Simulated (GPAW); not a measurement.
**TiSi2: single point with r2SCAN**

The system is TiSi2.

```xyz
6
Lattice="0.0000 4.1175 4.2629 2.3895 0.0000 4.2629 2.3895 4.1175 0.0000" Properties=species:S:1:pos:R:3 pbc="T T T"
Ti    3.5843    6.1763    6.3943
Ti    2.3895    4.1175    4.2629
Si    1.1948    3.3975    2.1314
Si    1.1948    0.7200    2.1314
Si    2.3895    1.3387    4.2629
Si    2.3895    6.8963    4.2629
```

The cell is a database's computed one.

```
Program             : GPAW 26.7.0
Task                : single point
Functional          : r2SCAN
Potentials or basis : GPAW PAW data sets (gpaw-data 1.2.1)
Cutoff              : 450 eV
Basis               : pw
k mesh              : 6 × 6 × 6
Occupations         : fermi-dirac, width 0.05 eV
Spin                : no spin polarisation
Maxiter             : 120
Convergence         : default
```

```yaml
Pressure: 0.4 GPa
Largest_force: 0.036 eV/Å
Band_gap_on_the_k_mesh: none (metal or under the smearing width)
```

Forces on the atoms (eV/Å):
```
Ti   0.000  0.000  0.000
Ti   0.000  0.000  0.000
Si   0.000  0.036  0.000
Si   0.000 -0.036  0.000
Si   0.000  0.036  0.000
Si   0.000 -0.036  0.000
```

Stress tensor (GPa, compression positive):
```
 0.77  0.00  0.00
 0.00  0.93  0.00
 0.00  0.00 -0.52
```

Levels at points of the mesh, in eV from the Fermi level:
```tsv
k point	band 18	band 19	band 20	band 21	band 22	band 23
(0.00, 0.00, 0.00)	-2.39	-2.09	-1.64	-1.06	2.20	3.30
(0.00, 0.50, 0.50)	-1.24	-0.79	-0.79	0.84	0.84	2.39
(0.50, 0.00, 0.50)	-2.59	-0.99	-0.99	1.32	1.32	3.50
(0.50, 0.50, 0.00)	-1.85	-1.14	-1.14	0.74	0.74	3.35
(0.50, 0.50, 0.50)	-1.18	-0.09	0.11	0.96	1.41	1.70
```

Wall time 9 min on 1 thread of Intel(R) Xeon(R) Platinum 8259CL CPU @ 2.50GHz (Skylake/Cascade Lake), on a shared host, peak memory 0.35 GiB.

Caveat: the cutoff is short for stress and forces, so pressures can be off by a GPa or more; the PAW data sets were made with another functional, which shifts forces and pressure a little.
